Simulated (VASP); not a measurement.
Input of a VASP 6.6.1 run:

Contents of POSCAR:

```
MgSe
1.0
    0.0000000000      2.7255000000      2.7255000000
    2.7255000000      0.0000000000      2.7255000000
    2.7255000000      2.7255000000      0.0000000000
Se Mg
1 1
Direct
    0.5000000000      0.5000000000      0.5000000000
    0.0000000000      0.0000000000      0.0000000000
```

Contents of INCAR.step1:

```
SYSTEM = MgSe
PREC = Accurate
ENCUT = 520
EDIFF = 1E-5
ISMEAR = -1
SIGMA = 0.05
LREAL = .FALSE.
LASPH = .TRUE.
NELM = 60
ALGO = Normal
ISIF = 2
LWAVE = .TRUE.
LCHARG = .FALSE.
NBANDS = 11
GGA = PE
```

INCAR.step2

```
SYSTEM = MgSe
PREC = Accurate
ENCUT = 520
EDIFF = 1E-7
ISMEAR = -1
SIGMA = 0.05
LREAL = .FALSE.
LASPH = .TRUE.
NELM = 60
ALGO = Normal
ISIF = 2
LWAVE = .FALSE.
LCHARG = .FALSE.
METAGGA = MBJ
NBANDS = 11
ISTART = 1
```

KPOINTS

```
regular mesh
0
G
  8 8 8
  0 0 0
```

KPOINTS_OPT

```
path GXWKGLUWLK,UX
10
line-mode
reciprocal
 0.0000000000  0.0000000000  0.0000000000  G
 0.5000000000  0.0000000000  0.5000000000  X

 0.5000000000  0.0000000000  0.5000000000  X
 0.5000000000  0.2500000000  0.7500000000  W

 0.5000000000  0.2500000000  0.7500000000  W
 0.3750000000  0.3750000000  0.7500000000  K

 0.3750000000  0.3750000000  0.7500000000  K
 0.0000000000  0.0000000000  0.0000000000  G

 0.0000000000  0.0000000000  0.0000000000  G
 0.5000000000  0.5000000000  0.5000000000  L

 0.5000000000  0.5000000000  0.5000000000  L
 0.6250000000  0.2500000000  0.6250000000  U

 0.6250000000  0.2500000000  0.6250000000  U
 0.5000000000  0.2500000000  0.7500000000  W

 0.5000000000  0.2500000000  0.7500000000  W
 0.5000000000  0.5000000000  0.5000000000  L

 0.5000000000  0.5000000000  0.5000000000  L
 0.3750000000  0.3750000000  0.7500000000  K

 0.6250000000  0.2500000000  0.6250000000  U
 0.5000000000  0.0000000000  0.5000000000  X
```

Potentials or basis: VASP PAW PBE potentials, release 64 (Se, Mg).

Run with:

```console
$ cat potpaw_PBE.64/Se/POTCAR potpaw_PBE.64/Mg/POTCAR > POTCAR
$ cp INCAR.step1 INCAR
$ mpirun -np 1 vasp_std > vasp.out
$ cp INCAR.step2 INCAR
$ mpirun -np 1 vasp_std > vasp.out
```

(1) Estimate the band gap on the k mesh.

(2) Predict the band gap along the path.

Results:

(1) 2.79 eV, indirect (least direct gap 3.80 eV).

(2) 2.79 eV, indirect (least direct gap 3.80 eV).
